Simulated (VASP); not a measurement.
The system is GaP.

```
Ga P
1.0
     2.94339    0.00000    0.00000
     0.00000    2.94339    0.00000
     0.00000    0.00000    2.94339
Ga P
1 1
Direct
  0.00000 0.00000 0.00000
  0.50000 0.50000 0.50000
```

The cell was built by a generator and needn't be a form met in nature.

```yaml
Program: VASP 6.6.1
Task: relaxation of cell and atoms
Functional: PBE
Potentials_or_basis: VASP PAW PBE potentials, release 64 (Ga_d, P)
Cutoff: 600 eV
k_mesh: 8 × 8 × 8
Occupations: fermi-dirac, width 0.02 eV
Spin: no spin polarisation
```

At the start: pressure 36.1 GPa; volume 12.75 Å³/atom.

Task: Where does the relaxation end?

Result: Over 5 steps the energy falls by 334.9 meV/atom and the volume is 16.51 Å³/atom (+29.5 %); space group Pm-3m (No. 221, to 0.05 Å).

The path:
```
step  energy change (eV)  largest force (eV/Å)  pressure (GPa)  volume (Å³)
   1              0.0000                0.0000           36.12        25.50
   2             -0.5504                0.0000           -6.67        37.65
   3             -0.6697                0.0000            0.20        32.92
   4             -0.6697                0.0000           -0.14        33.08
   5             -0.6698                0.0000           -0.01        33.02
```

Final structure:
```xyz
2
Lattice="3.2081 0.0000 0.0000 0.0000 3.2081 0.0000 0.0000 0.0000 3.2081" Properties=species:S:1:pos:R:3 pbc="T T T"
Ga    0.0000    3.2081    3.2081
P     1.6041    1.6041    1.6041
```

Caveat: the volume moved by over 15 % at a fixed basis, so the end points are rough; the bands computed are all filled at some k points, so no gap is given.
